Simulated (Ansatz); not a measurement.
**Sn in Ansatz: the effect of functional**

The system is Sn.

```xyz
1
Lattice="-1.9878 1.9878 1.6269 1.9878 -1.9878 1.6269 1.9878 1.9878 -1.6269" Properties=species:S:1:pos:R:3 pbc="T T T"
Sn    0.0000    0.0000    0.0000
```

This isn't the form of Sn at room conditions, which is tetragonal (white tin).

The cell isn't the ideal one: volume scaled by 0.94.

Alike in all runs:

```yaml
Program: Ansatz 0.2.0
Task: single point
Potentials_or_basis: Ansatz PAW
k_mesh: 10 × 10 × 10
Occupations: fermi-dirac, width 0.05 eV
Spin: no spin polarisation
```

```csv
functional,cutoff,pressure (GPa)
LDA,420 eV (not typed: the program's choice for these potentials),?
PBEsol,420 eV (not typed: the program's choice for these potentials),1.4
r2SCAN,500 eV (not typed: the program's choice for these potentials),3.1
```

**Question.** What does the run with functional LDA give?

**Answer.** Pressure -0.1 GPa.

Caveats: the PAW data sets come from PBE, with cores solved anew for the run's functional, which leaves a small shift of forces and pressure.
